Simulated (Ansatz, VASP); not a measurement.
One calculation of CdS, two programs

POSCAR

```
CdS
1.0
    4.4085296658     -0.0678913569      0.0000000000
   -2.2630604726      3.8518443624      0.0000000000
    0.0000000000      0.0000000000      5.7481181665
Cd S
2 2
Direct
    0.3346351485      0.6665815758      0.2500000000
    0.6653648515      0.3334184242      0.7500000000
    0.6596241547      0.3329732743      0.2500000000
    0.3403758453      0.6670267257      0.7500000000
```

Contents of INCAR.step1:

```
SYSTEM = CdS
PREC = Accurate ; ENCUT = 520
ISMEAR = 0 ; SIGMA = 0.01
LREAL = .False. ; LASPH = .True.
NELM = 100 ; NBANDS = 26
GGA = PE ; ALGO = Normal
EDIFF = 1E-4 ; LWAVE = .True.
LCHARG = .False.
```

The input INCAR.step2:

```
SYSTEM = CdS
PREC = Accurate ; ENCUT = 520
EDIFF = 1E-6 ; ISMEAR = 0
SIGMA = 0.01 ; LREAL = .False.
LASPH = .True. ; NELM = 100
ALGO = Normal ; ISIF = 2
LWAVE = .False. ; LCHARG = .False.
METAGGA = R2SCAN ; LMIXTAU = .True.
NBANDS = 26 ; ISTART = 1
```

Contents of KPOINTS:

```
Automatic mesh
0
Gamma
  6 6 4
  0 0 0
```

Input for Ansatz:

```yaml
crystal:
  lattice:
    - [4.4085296658, -0.0678913569, 0.0]
    - [-2.2630604726, 3.8518443624, 0.0]
    - [0.0, 0.0, 5.7481181665]
  atoms:
    - { symbol: Cd, position: [0.3346351485, 0.6665815758, 0.25] }
    - { symbol: Cd, position: [0.6653648515, 0.3334184242, 0.75] }
    - { symbol: S, position: [0.6596241547, 0.3329732743, 0.25] }
    - { symbol: S, position: [0.3403758453, 0.6670267257, 0.75] }
kpoints:
  mp_grid: { grid: [6, 6, 4] }
  band_path:
    path:
      - [0.0, 0.0, 0.0]
      - [0.5, 0.0, 0.0]
      - [0.3333333333, 0.3333333333, 0.0]
      - [0.0, 0.0, 0.5]
      - [0.5, 0.0, 0.5]
      - [0.3333333333, 0.3333333333, 0.5]
      - [0.333333, 0.356771, 0.492187]
    npoints: 1
hamiltonian:
  xc: r2scan
scf:
  occupations: { method: fixed }
  n_extra_bands: 5
output:
  forces: true
  stress: true
  eigenvalues: true
```

Change from the starting cell: shear_xy strain -3.1%.

Alike in both runs: task single point; functional r2SCAN; k mesh 6 × 6 × 4; no spin polarisation.

|  | VASP | Ansatz |
| --- | --- | --- |
| version | VASP 6.6.1 | Ansatz 0.2.0 |
| potentials or method | VASP PAW PBE potentials, release 64 (Cd, S) | plane waves, PAW |
| plane-wave cutoff (eV) | 520 | 500 |
| occupations | gaussian, width 0.01 eV | fixed |
| valence electrons in the cell | 36 | 52 |

|  | VASP | Ansatz | Ansatz less VASP |
| --- | --- | --- | --- |
| gap on the k mesh at the Fermi level (eV) | 1.45 | 1.47 | +0.020 |
| pressure (GPa) | 0.3 | 0.0 | -0.38 |
| largest component of the traceless stress (GPa) | 0.39 | 0.39 | +0.003 |

The two sets of potentials don't hold the same shells in valence.

Caveats: the PAW data sets were made with another functional, which shifts forces and pressure a little (VASP). A k mesh can miss the band edges.
